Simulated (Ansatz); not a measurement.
An Ansatz (an electronic-structure program) run: GeO2 with a change (uniaxial strain ε_zz = −2.95 %); r2SCAN (Ansatz; PAW; 500 eV plane waves; spin-orbit coupling left out), earlier PAW set.

Input:

Ansatz 0.2 input:
```yaml
crystal:
  lattice:
    - [4.4123730913, 0, 0]
    - [0, 4.4123730913, 0]
    - [0, 0, 2.7861471203]
  atoms:
    - { symbol: Ge, position: [0, 0, 0] }
    - { symbol: Ge, position: [0.5, 0.5, 0.5] }
    - { symbol: O, position: [0.3060317421, 0.3060317421, 0] }
    - { symbol: O, position: [0.8060317421, 0.1939682579, 0.5] }
    - { symbol: O, position: [0.1939682579, 0.8060317421, 0.5] }
    - { symbol: O, position: [0.6939682579, 0.6939682579, 0] }
basis: { ecutwfc: 500, ecutrho_ratio: 4, xc_grid: 4, fft_grid_basis: typed }
kpoints: { mp_grid: { grid: [8, 8, 11] } }
hamiltonian:
  xc: r2scan
  dispersion: none
  pseudopotentials: { azcp: { folder: ./paw }, kind: paw }
scf: { occupations: { method: fermi_dirac, width: 0.05 }, convergence: { dr2_threshold: 0.0000000006 } }
relax: { f_tol: 0.005, max_steps: 50 }
output: { forces: true, stress: true }
checkpoint: { write: state.ck, write_every: 1000 }
```

Output (explanatory and most iteration lines left out):

```
Relaxation: its limit of steps is 50 (relax.max_steps)
Pseudopotential: Ge, paw, valence charge 14
Pseudopotential: O, paw, valence charge 6
Crystal: 6 atoms, lattice volume = 54.244 Å³
Basis set: ecut = 500 eV, 1367 PW (Γ), exchange–correlation on 144×144×96 points (64 copies of the dense FFT grid, shifted against one another)
Bands: 32, of which v1, the nominal top of the filled ones, is band 26 counted from 1 (25 counted from 0)
Symmetry: 16 space group operations
Space group: P42/mnm (ITA 136), of the structure as read, at distance tolerance 3.8e-5 Å
k-points: 90 of 704
Functional: x = r2scan, c = r2scan; τ floored in thin density (d = 2e-4 eV/Å³)
SCF iter   1: F=—  HF=-10881.241474 eV  |F-HF|=—  |Δ(HF+E_count)|=         —  Δρ=1.29e-1  dr2=4.81e0  dr2_τ=6.43e-1  ethr=3.10e-3  ⟨swp⟩=5.9  Hψ=12083  notcnv=0
SCF iter   2: F=—  HF=-10880.544327 eV  |F-HF|=—  |Δ(HF+E_count)|=   6.97e-1  Δρ=5.98e-2  dr2=7.84e-1  dr2_τ=6.30e-2  ethr=3.10e-3  ⟨swp⟩=2.1  Hψ=5445  notcnv=0  defer=156
SCF 1 converged in 9 iterations: F = -10880.548209 eV  dr2 = 1.86e-10
relax step   1: F+E_penalty+E_count = -10880.54820892 eV  Δ(F+E_penalty+E_count) = +0.000e0 eV  max|allowed force component| = 8.605e-2 eV/Å  Δτ_max = 0.0000 Å  (9 SCF iters, accepted)
Crystal: 6 atoms, lattice volume = 54.244 Å³
SCF iter   1: F=—  HF=-10880.548853 eV  |F-HF|=—  |Δ(HF+E_count)|=         —  Δρ=4.05e-4  dr2=4.88e-5  dr2_τ=4.74e-4  ethr=8.81e-8  ⟨swp⟩=2.0  Hψ=8991  notcnv=0  defer=156
SCF iter   2: F=—  HF=-10880.548868 eV  |F-HF|=—  |Δ(HF+E_count)|=   1.48e-5  Δρ=2.17e-4  dr2=1.49e-5  dr2_τ=7.76e-7  ethr=8.81e-8  ⟨swp⟩=2.0  Hψ=4027  notcnv=0  defer=156
SCF 2 converged in 7 iterations: F = -10880.548864 eV  dr2 = 1.81e-10
relax step   2: F+E_penalty+E_count = -10880.54886357 eV  Δ(F+E_penalty+E_count) = -6.546e-4 eV  max|allowed force component| = 4.963e-2 eV/Å  Δτ_max = 0.0017 Å  (7 SCF iters, accepted)
Crystal: 6 atoms, lattice volume = 54.244 Å³
SCF iter   1: F=—  HF=-10880.549173 eV  |F-HF|=—  |Δ(HF+E_count)|=         —  Δρ=5.51e-4  dr2=9.00e-5  dr2_τ=8.80e-4  ethr=1.75e-6  ⟨swp⟩=2.1  Hψ=6198  notcnv=0  defer=156
SCF iter   2: F=—  HF=-10880.549197 eV  |F-HF|=—  |Δ(HF+E_count)|=   2.35e-5  Δρ=2.97e-4  dr2=2.80e-5  dr2_τ=1.42e-6  ethr=1.73e-7  ⟨swp⟩=2.3  Hψ=4729  notcnv=0  defer=156
SCF 3 converged in 7 iterations: F = -10880.549192 eV  dr2 = 3.82e-10
relax step   3: F+E_penalty+E_count = -10880.54919170 eV  Δ(F+E_penalty+E_count) = -3.281e-4 eV  max|allowed force component| = 2.837e-4 eV/Å  Δτ_max = 0.0023 Å  (7 SCF iters, accepted)
Crystal: 6 atoms, lattice volume = 54.244 Å³
SCF iter   1: F=—  HF=-10880.549192 eV  |F-HF|=—  |Δ(HF+E_count)|=         —  Δρ=1.21e-6  dr2=3.82e-10  dr2_τ=5.46e-11  ethr=1.00e-12  ⟨swp⟩=2.1  Hψ=11753  notcnv=0  defer=149
SCF iter   2: F=-10880.549192 eV  HF=-10880.549192 eV  |F-HF|=1.46e-11  |Δ(HF+E_count)|=  8.73e-11  Δρ=5.73e-7  dr2=8.78e-11  dr2_τ=7.97e-12  ethr=1.00e-12  ⟨swp⟩=4.0  Hψ=8786  notcnv=0
SCF 4 converged in 2 iterations: F = -10880.549192 eV  dr2 = 8.78e-11
SCF converged after 2 iterations
Free energy (F): -10880.549192 eV
Internal energy: -10880.549192 eV  (E = F + TS)
E sigma→0 (E₀):  -10880.549192 eV
Fermi energy:    11.860553 eV
--- Forces (eV/Å), atoms counted from 1 ---
  atom   1  Ge     0.00000000    -0.00000000     0.00000000
  atom   2  Ge     0.00000000     0.00000000     0.00000000
  atom   3  O     -0.00028859    -0.00028859     0.00000000
  atom   4  O     -0.00028859     0.00028859     0.00000000
  atom   5  O      0.00028859    -0.00028859     0.00000000
  atom   6  O      0.00028859     0.00028859     0.00000000
--- Stress (GPa, compression-positive) ---
        5.641278       0.000000       0.000000
        0.000000       5.641278       0.000000
        0.000000       0.000000      19.240176
  P = ⅓ Tr σ = 10.1742 GPa (101.742 kbar)
--- Relaxed structure (3 steps of the walk, 3 accepted, 0 SCFs on fresh bases) ---
  atoms:
    - { symbol: Ge, position: [2.4571860766335834e-20, -1.6381240510890543e-20, 0.0] }
    - { symbol: Ge, position: [0.49999999999999994, 0.49999999999999994, 0.4999999999999999] }
    - { symbol: O, position: [0.3053854286536383, 0.3053854286536383, 0.0] }
    - { symbol: O, position: [0.8053854286536382, 0.19461457134636165, 0.4999999999999999] }
    - { symbol: O, position: [0.19461457134636165, 0.8053854286536382, 0.4999999999999999] }
    - { symbol: O, position: [0.6946145713463617, 0.6946145713463617, 0.0] }
```

Stability against distortions was not tested. The cell was made from GeO$_{2}$ in the rutile structure (space group P4_2/mnm, No. 136) by this change: uniaxial strain ε_zz = −2.95 %.
